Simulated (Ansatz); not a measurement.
## ZnS: single point with HSE06 form with a typed share of exact exchange

**Measured values to compare with.**

“Electronic, vibrational, and thermodynamic properties of ZnS (zincblende and rocksalt structure)”, 2009, arxiv:0911.5022 quotes, for a bulk crystal of ZnS at 19 K: band gap 3.85 eV (direct).

ZnS:

```xyz
2
Lattice="0.0000 2.7020 2.7020 2.7020 0.0000 2.7020 2.7020 2.7020 0.0000" Properties=species:S:1:pos:R:3 pbc="T T T"
Zn    4.0530    4.0530    4.0530
S     0.0000    0.0000    0.0000
```

| Property | Result |
| --- | --- |
| Program | Ansatz 0.2.0 |
| Task | single point |
| Functional | HSE06 form with a typed share of exact exchange |
| Potentials or basis | Ansatz PAW |
| Cutoff | 420 eV (not typed: the program's choice for these potentials) |
| k mesh | 5 × 5 × 5 |
| Occupations | fermi-dirac, width 0.05 eV |
| Spin | no spin polarisation |

- Pressure: 1.1 GPa
- Band gap on the k mesh: 3.10 eV, direct

Levels at points of the mesh, in eV from the valence-band top:
| k point | band 6 | band 7 | band 8 | band 9 | band 10 | band 11 | band 12 | band 13 |
| --- | --- | --- | --- | --- | --- | --- | --- | --- |
| (0.00, 0.00, 0.00) | -7.14 | 0.00 | 0.00 | 0.00 | 3.10 | 7.44 | 7.44 | 7.44 |

It took 12 s on 2 threads of AMD EPYC 7R32 (Zen 2), on a shared host, peak memory 0.78 GiB.

A measured gap of ZnS is 3.85 eV (direct; 19 K; quoted in “Electronic, vibrational, and thermodynamic properties of ZnS (zincblende and rocksalt structure)”, 2009, arxiv:0911.5022); the calculated 3.10 eV misses it by -0.75 eV. The value is that of HSE06 form with a typed share of exact exchange, without temperature or zero-point motion.

Caveat: odd divisions of the mesh miss points on the zone boundary, where band edges often lie, so the gap on the mesh can be too wide; the PAW data sets come from PBE, with cores solved anew for the run's functional, which leaves a small shift of forces and pressure; the thresholds are loose for stress.
